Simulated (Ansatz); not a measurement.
MgAl$_{2}$O$_{4}$ (spinel, Fd-3m), PBE (plane waves, PAW; program Ansatz). The conduction-band minimum lies at Γ, with 1 equivalent valley. Second derivatives d²E/dk² of the lowest band at one valley (eV·Å²), along Cartesian directions:

```
direction  d²E/dk²
---------  -------
[100]        20.69
[010]        20.69
[001]        20.69
[110]        20.69
[101]        20.69
[011]        20.69
```

Q: Find the principal effective masses, the density-of-states mass and the conductivity mass.

A: Off-diagonal terms follow from H_xy = H[110] − (H_xx + H_yy)/2, and m*/mₑ = 7.620 eV·Å² over each eigenvalue: 0.37, 0.37, 0.37. One valley's DOS mass (m₁m₂m₃)^(1/3) = 0.37, conductivity mass 3/(Σ 1/mᵢ) = 0.37 mₑ.

Q: What effective density of states Nc follows at 300 K for parabolic valleys?

A: Nc = 2.509e19 × 1 × (0.37)^(3/2) ≈ 5.6e18 cm⁻³.

The PBE relaxation kept the symmetry of its start.

Potentials: the earlier of the program's two PAW sets.

Edges and masses are those of Kohn–Sham bands, whose gap is no quasiparticle gap.
